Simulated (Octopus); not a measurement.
# PbO (Litharge) (P4/nmm) in Octopus: reference runs

Reference runs on PbO (Litharge): the cell as given.

Everything below comes from runs of Octopus 16.4. Logs are shortened: lines on timing, memory, paths and dates and some standing lists are left out, and cuts for length are marked.

## 1. The structure

The structure is tetragonal, space group P4/nmm (No. 129). Conventional cell: a = 3.990 Å, b = 3.990 Å, c = 5.010 Å, α = 90.00°, β = 90.00°, γ = 90.00°. Around Pb (site symmetry 4mm) lie 4 O at 2.33 Å. Around O (site symmetry -4m2) lie 4 Pb at 2.33 Å.

## 2. Single point, PBEsol

inp

```
CalculationMode = gs
UnitsOutput = eV_Angstrom
PeriodicDimensions = 3
ExperimentalFeatures = yes
PseudopotentialSet = pseudodojo_pbesol
%LatticeParameters
 1*angstrom | 1*angstrom | 1*angstrom
%
%LatticeVectors
 3.99 | 0 | 0
 0 | 3.99 | 0
 0 | 0 | 5.01
%
%ReducedCoordinates
 "Pb" | 0.5 | 0 | 0.76
 "Pb" | 0 | 0.5 | 0.24
 "O" | 0.5 | 0.5 | 0
 "O" | 0 | 0 | 0
%
%Spacing
 0.11735294*angstrom | 0.11735294*angstrom | 0.11928571*angstrom
%
DerivativesOrder = 8
%KPointsGrid
 7 | 7 | 6
%
KPointsUseSymmetries = yes
XCFunctional = gga_x_pbe_sol + gga_c_pbe_sol
SmearingFunction = fermi_dirac
Smearing = 0.05*eV
ExtraStates = 8
Eigensolver = chebyshev_filter
ConvRelDens = 3e-7
MaximumIter = 120
%Output
 density | cube
 elf | cube
 potential | cube
%
```

Potentials or basis: pseudodojo_pbesol (PseudoDojo 0.4, PBEsol).

Run with:

```sh
$ OMP_NUM_THREADS=1 octopus > out.log
```

out.log:

```text
Running octopus

[... 13 lines left out ...]

Input: [AllElectronType = no]
Input: [PseudopotentialSet = pseudodojo_pbesol]
Reading Coordinates from ReducedCoordinates block

****************************** Species *******************************
  Species 'Pb'
    type             : pseudopotential
    file             : 'Pb.upf'
    file format      : UPF2
    valence charge   : 14.0
    atomic number    :  82
    form on file     : kleinman-bylander
    lmax             : 2
    llocal           : -1
    projectors per l : 2
    total projectors : 6
    application form : kleinman-bylander
    orbitals         :  9
    bound orbitals   :  9

  Species 'O'
    type             : pseudopotential
    file             : 'O.upf'
    file format      : UPF2
    valence charge   : 6.0
    atomic number    :   8
    form on file     : kleinman-bylander
    lmax             : 2
    llocal           : -1
    projectors per l : 2
    total projectors : 6
    application form : kleinman-bylander
    orbitals         :  4
    bound orbitals   :  4

**********************************************************************

***************************** Symmetries *****************************
Space group No.  129
International: P4/nmm
Schoenflies: D4h^7
Info: The system has     8 symmorphic symmetries that can be used.
  Index                Rotation matrix                      Fractional translations
    1 :     1   0   0     0   1   0     0   0   1      0.000000    0.000000    0.000000
    2 :    -1   0   0     0  -1   0     0   0   1      0.000000    0.000000    0.000000
    3 :     0  -1   0    -1   0   0     0   0  -1      0.000000    0.000000    0.000000
    4 :     0   1   0     1   0   0     0   0  -1      0.000000    0.000000    0.000000
    5 :     0  -1   0     1   0   0     0   0  -1      0.000000    0.000000    0.000000
    6 :     0   1   0    -1   0   0     0   0  -1      0.000000    0.000000    0.000000
    7 :    -1   0   0     0   1   0     0   0   1      0.000000    0.000000    0.000000
    8 :     1   0   0     0  -1   0     0   0   1      0.000000    0.000000    0.000000
Info: The system also has     8 nonsymmorphic symmetries (not used for electrons).
    1 :     0   1   0    -1   0   0     0   0   1     -0.500000   -0.500000    0.000000
    2 :     0  -1   0     1   0   0     0   0   1     -0.500000   -0.500000    0.000000
    3 :     1   0   0     0  -1   0     0   0  -1     -0.500000   -0.500000    0.000000
    4 :    -1   0   0     0   1   0     0   0  -1     -0.500000   -0.500000    0.000000
    5 :    -1   0   0     0  -1   0     0   0  -1     -0.500000   -0.500000    0.000000
    6 :     1   0   0     0   1   0     0   0  -1     -0.500000   -0.500000    0.000000
    7 :     0   1   0     1   0   0     0   0   1     -0.500000   -0.500000    0.000000
    8 :     0  -1   0    -1   0   0     0   0   1     -0.500000   -0.500000    0.000000
**********************************************************************

Input: [CurvMethod = curv_affine]
Input: [DerivativesStencil = stencil_star]

****************************** Lattice *******************************
  Lattice Vectors [A]
    3.990000    0.000000    0.000000
    0.000000    3.990000    0.000000
    0.000000    0.000000    5.010000
  Cell volume =            79.7597 [A^3]
  Reciprocal-Lattice Vectors [A^-1]
    1.574733    0.000000    0.000000
    0.000000    1.574733    0.000000
    0.000000    0.000000    1.254129
  Cell angles [degree]
    alpha =   90.000
    beta  =   90.000
    gamma =   90.000
**********************************************************************

Checking if the generated full k-point grid is symmetric

    40 k-points generated from parameters :
 ---------------------------------------------------
[... 101 lines left out ...]

Info: Pseudopotential for O
  Radii for localized parts:
    local part     =  1.2 A
    non-local part =  1.1 A
    orbitals       =  3.8 A

Input: [RelativisticCorrection = non_relativistic]
[... 11 lines left out ...]
      Block       2 contains       4 states:       5 -       8
      Block       3 contains       4 states:       9 -      12
      Block       4 contains       4 states:      13 -      16
      Block       5 contains       4 states:      17 -      20
      Block       6 contains       4 states:      21 -      24
      Block       7 contains       4 states:      25 -      28
Info: Ground-state allocation done.
Info: Could not find 'restart/gs' directory for restart.
[... 18 lines left out ...]
** Warning:
**   Cannot do LCAO for all states because there are not enough atomic orbitals.
**   Required: 28. Available: 26. 2 orbitals will be randomized.

Info: Unnormalized total charge =     40.012642
Info: Renormalized total charge =     40.000000

** Warning:
**   Symmetrization discrepancy ratio (scalar) =  1.87202E-05

Info: Setting up Hamiltonian.
Info: Performing initial LCAO calculation with     26 orbitals.
Info: Getting Hamiltonian matrix elements.

Eigenvalues [eV]
 #st  Spin   Eigenvalue      Occupation
#k =       1, k = (  0.000000,  0.000000,  0.000000)
   1   --   -17.556211       2.000000
   2   --   -16.663145       2.000000
   3   --   -11.863378       2.000000
   4   --   -11.863378       2.000000
   5   --   -11.800797       2.000000
   6   --   -11.703464       2.000000
[... 18 lines left out ...]
  25   --    10.674862       0.000000
  26   --    10.674862       0.000000
#k =       2, k = (  0.142857,  0.000000,  0.000000)
   1   --   -17.452037       2.000000
   2   --   -16.604434       2.000000
   3   --   -11.597818       2.000000
   4   --   -11.376292       2.000000
   5   --   -11.360790       2.000000
   6   --   -11.303896       2.000000
[... 18 lines left out ...]
  25   --    10.899869       0.000000
  26   --    11.069025       0.000000
[... 38 further k-points ...]
Fermi energy =     6.569197 eV
Generating random wavefunctions for states       27 and above
Orthogonalizing wavefunctions.
Info: Ground-state restart information will be written to 'restart/gs'.
Info: SCF using complex wavefunctions.
Info: Starting SCF iteration.

** Warning:
**   Symmetrization discrepancy ratio (scalar) =  2.18966E-02

*********************** SCF CYCLE ITER #    1 ************************
 etot  = -4.86590824E+03 abs_ev   =  1.37E+02 rel_ev   =  4.13E-01
 ediff =        1.79E+02 abs_dens =  4.44E+00 rel_dens =  1.11E-01
Matrix vector products: 1000
Converged eigenvectors: 0

#  State  KPoint  Eigenvalue [eV]  Occupation    Error
      1       1      -17.582398    2.000000   ( 3.8E-04)
      1       3      -17.579560    2.000000   ( 1.5E-03)
      1       8      -17.573933    2.000000   ( 2.2E-03)
      1      19      -17.570923    2.000000   ( 3.8E-03)
      1       2      -17.533215    2.000000   ( 8.0E-04)
      1       5      -17.530807    2.000000   ( 1.6E-03)
      1      11      -17.525980    2.000000   ( 2.6E-03)
      1      22      -17.523285    2.000000   ( 4.6E-03)
[... 23 lines left out ...]
     28      17       19.605120    0.000000   ( 2.8E-01)
     28      25       19.661568    0.000000   ( 3.2E-01)
     28       9       19.750059    0.000000   ( 3.4E-01)
     28      29       19.812607    0.000000   ( 2.7E-01)
     28      40       20.104640    0.000000   ( 3.0E-01)
     28      12       20.171034    0.000000   ( 3.5E-01)
     28      26       20.788155    0.000000   ( 3.5E-01)
     28      22       20.933213    0.000000   ( 3.5E-01)

Density of states:

-----------%----------------------------------------------------------
-----------%----------------------------------------------------------
-----------%----------------------------------------------------------
-----------%----------------------------------------------------------
-----------%----------------------------------------------------------
-----------%----------------------------------------------------------
----------%%----------------------------------------------------------
----------%%----------------------------------------------------------
-%--------%%---------------%---------------%--------------------------
%%--------%%%---------%%--%%%%%--%%-------%%--%%%%%%%-----------------
                                       ^

Fermi energy =     4.115486 eV

**********************************************************************

*********************** SCF CYCLE ITER #    2 ************************
 etot  = -4.69906400E+03 abs_ev   =  4.26E+01 rel_ev   =  1.48E-01
 ediff =        6.13E+00 abs_dens =  3.22E+00 rel_dens =  8.05E-02
Matrix vector products: 1000
Converged eigenvectors: 0
[... 199 lines left out ...]
*********************** SCF CYCLE ITER #   19 ************************
 etot  = -4.72130661E+03 abs_ev   =  3.84E-06 rel_ev   =  1.30E-08
 ediff =        1.82E-06 abs_dens =  4.10E-06 rel_dens =  1.02E-07
Matrix vector products: 1000
Converged eigenvectors: 0

#  State  KPoint  Eigenvalue [eV]  Occupation    Error
      1       1      -14.484970    2.000000   ( 7.2E-08)
      1       3      -14.478219    2.000000   ( 7.2E-08)
      1       8      -14.464660    2.000000   ( 6.2E-08)
      1      19      -14.457852    2.000000   ( 6.6E-08)
      1       2      -14.443287    2.000000   ( 8.5E-08)
      1       5      -14.438464    2.000000   ( 6.9E-08)
      1      11      -14.428809    2.000000   ( 6.9E-08)
      1      22      -14.423977    2.000000   ( 7.1E-08)
[... 23 lines left out ...]
     28       6       14.683663    0.000000   ( 6.0E-02)
     28      39       14.713496    0.000000   ( 6.6E-02)
     28      40       14.740430    0.000000   ( 9.5E-02)
     28      28       14.817730    0.000000   ( 1.1E-01)
     28      33       15.079833    0.000000   ( 7.9E-02)
     28       7       15.164672    0.000000   ( 2.5E-02)
     28      10       15.350239    0.000000   ( 5.5E-02)
     28      15       15.418230    0.000000   ( 1.0E-01)

Density of states:

-----%----------------------------------------------------------------
-----%%---------------------------------------------------------------
-----%%---------------------------------------------------------------
-----%%---------------------------------------------------------------
-----%%---------------------------------------------------------------
-----%%---------------------------------------------------------------
-%---%%---------------------------------------------------------------
-%---%%--------------------------------%------------------------------
-%---%%-%---------------%-----------%-%%------------------%%----------
%%---%%%%--------------%%%%-----%%%%%%%%%-------%%%%-%%%%%%%%-%%%%----
                                           ^

Fermi energy =     4.353986 eV

**********************************************************************

Info: SCF converged in   19 iterations

** Warning:
**   Some of the states are not fully converged!

Info: Number of matrix-vector products:      19000
Info: Writing output to static/

Info: Finished writing information to 'restart/gs'.

Octopus emitted 24 warnings.
```

It took 13 min on 1 thread of Arm Neoverse V2, shared host; peak memory 2.1 GiB.

What came out:

| Property | Result |
| --- | --- |
| Free energy | -4721.3067 eV |
| Largest force | 0.251 eV/Å |
| Band gap on the k mesh | 1.35 eV, indirect (least direct gap 2.28 eV) |

Forces on the atoms (eV/Å):
```
Pb   0.000  0.000  0.251
Pb   0.000  0.000 -0.251
O    0.000  0.000  0.000
O    0.000  0.000  0.000
```

Levels at points of the mesh, in eV from the valence-band top:
| k point | band 18 | band 19 | band 20 | band 21 | band 22 | band 23 |
| --- | --- | --- | --- | --- | --- | --- |
| (0.00, 0.00, 0.00) | -1.55 | -1.55 | 0.00 | 2.34 | 5.51 | 5.51 |
| (0.00, 0.00, 0.50) | -1.58 | -1.58 | -0.92 | 1.93 | 3.89 | 3.89 |

Caveat: spin-orbit coupling is left out, which as a rule narrows the gap of such compounds by several tenths of an eV; an odd mesh through Γ misses points on the zone boundary, where band edges often lie.
